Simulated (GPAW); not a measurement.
Runs of GPAW 26.7.0 on FeO (Wuestite). It takes space group R-3m (No. 166, trigonal). The conventional cell has a = 3.038 Å, b = 3.038 Å, c = 7.559 Å, α = 90.00°, β = 90.00°, γ = 120.00°. Fe (site symmetry -3m) is surrounded by 6 O at 2.16 Å. Around O (site symmetry -3m) lie 6 Fe at 2.16 Å. 

| task | level | potentials or basis | spin | U | k mesh | cutoff (eV) | smearing | response ecut | lines | response k mesh | response bands | sites | mesh quality | gap on the mesh (eV) | pressure (GPa) | moment (μB) |
| --- | --- | --- | --- | --- | --- | --- | --- | --- | --- | --- | --- | --- | --- | --- | --- | --- |
| magnons | LDA | the program's PAW data sets (release 1.2.1) made for this functional, pw | collinear, ferromagnetic start | - | 9 × 9 × 9 | 600 | fermi-dirac 0.05 eV | 150 eV | 1 | 14 × 14 × 14 | 23 | [0] | not flagged | none | - | 4.00 |
| band structure | PBEsol+U | PAW data sets generated in the run's folder for this functional, pw | collinear, ferromagnetic start | Fe d U = 2 eV | 8 × 8 × 8 | 800 | fermi-dirac 0.05 eV | - | - | - | - | - | not flagged | - | -7.3 | 4.00 |
| band structure | LDA | the program's PAW data sets (release 1.2.1) made for this functional, pw | collinear, ferromagnetic start | - | 7 × 7 × 7 | 800 | fermi-dirac 0.05 eV | - | - | - | - | - | coarse | - | -16.3 | 4.00 |
| band structure | PBEsol+U | PAW data sets generated in the run's folder for this functional, pw | collinear, ferromagnetic start | Fe d U = 1 eV | 8 × 8 × 8 | 800 | fermi-dirac 0.05 eV | - | - | - | - | - | not flagged | - | -7.6 | 4.00 |
| band structure | PBEsol+U | PAW data sets generated in the run's folder for this functional, pw | collinear, ferromagnetic start | Fe d U = 4 eV | 8 × 8 × 8 | 800 | fermi-dirac 0.05 eV | - | - | - | - | - | not flagged | - | (a) | 4.00 |
| single point | RPBE | the program's PAW data sets (release 1.2.1) made for this functional, pw | collinear, ferromagnetic start | - | 11 × 11 × 11 | 800 | gaussian 0.1 eV | - | - | - | - | - | not flagged | none | 5.6 | 4.00 |
| band structure | PBE | GPAW PAW data sets (gpaw-data 1.2.1), pw | collinear, ferromagnetic start, SOC | - | 9 × 9 × 9 | 800 | fermi-dirac 0.05 eV | - | - | - | - | - | not flagged | - | -0.2 | 4.00 |
| single point | LDA | the program's PAW data sets (release 1.2.1) made for this functional, pw | collinear, ferromagnetic start | - | 9 × 9 × 9 | 600 | fermi-dirac 0.01 eV | - | - | - | - | - | not flagged | none | (b) | 4.00 |

Alike in all rows: cell as given.

Question: Fill in the values left out.

Answer: (a) -6.4; (b) -20.7.

Caveats: some runs use coarse meshes; a cell with one magnetic atom can't hold antiferromagnetic order, which such compounds often take; semilocal functionals often make such compounds metallic where correlation or magnetic order opens a gap, which also shifts bond lengths (some runs); the number of bands moves the energies at small q by some ten meV (some runs); the exchange constants hang on this mesh and on the site radius (some runs); spin-orbit coupling was added after a scalar SCF, so levels and gaps hold it while energy, forces, pressure and moments don't (some runs); the cutoff is short for stress and forces, so pressures can be off by a GPa or more (some runs); so large a pressure means that the cell lies far from this level's equilibrium, or that cutoff or potentials fall short (some runs).

A k mesh can miss the band edges.

A gap of «none» marks a metal or a gap under the smearing width.

Not every run made on this cell is shown here.
